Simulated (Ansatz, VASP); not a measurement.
C in VASP and in Ansatz

```
C
1.0
     2.64392    0.00000    0.00000
    -1.32196    2.28970    0.00000
     0.00000    0.00000    7.88936
C
8
Cartesian
  0.0000 0.0000 0.7335
  0.0000 0.0000 4.6781
  0.0000 0.0000 3.2112
  0.0000 0.0000 7.1559
  0.0000 1.5265 1.2270
  1.3220 0.7632 5.1717
  0.0000 1.5265 2.7177
  1.3220 0.7632 6.6623
```

Change from the starting cell: strain +0.050 along x and y, -0.050 along z, atoms carried along.

Alike in both runs: task single point; functional PBE; k mesh 12 × 12 × 4; occupations gaussian, width 0.05 eV; no spin polarisation.

```csv
,VASP,Ansatz
version,VASP 6.6.1,Ansatz 0.2.0
potentials or method,"VASP PAW PBE potentials, release 64 (C)","scalar-relativistic, plane waves, PAW"
plane-wave cutoff (eV),520,420
valence electrons in the cell,32,32
```

```csv
,VASP,Ansatz,Ansatz less VASP
gap on the k mesh at the Fermi level (eV),3.07,3.08,+0.010
least direct gap on the mesh (eV),4.00,4.01,+0.010
pressure (GPa),-12.0,-12.5,-0.53
largest component of the traceless stress (GPa),77.23,76.82,-0.411
rms of the force components (eV/Å),0.321,0.305,-0.0160
```

Atom by atom the forces differ by 0.017 eV/Å (rms over components).
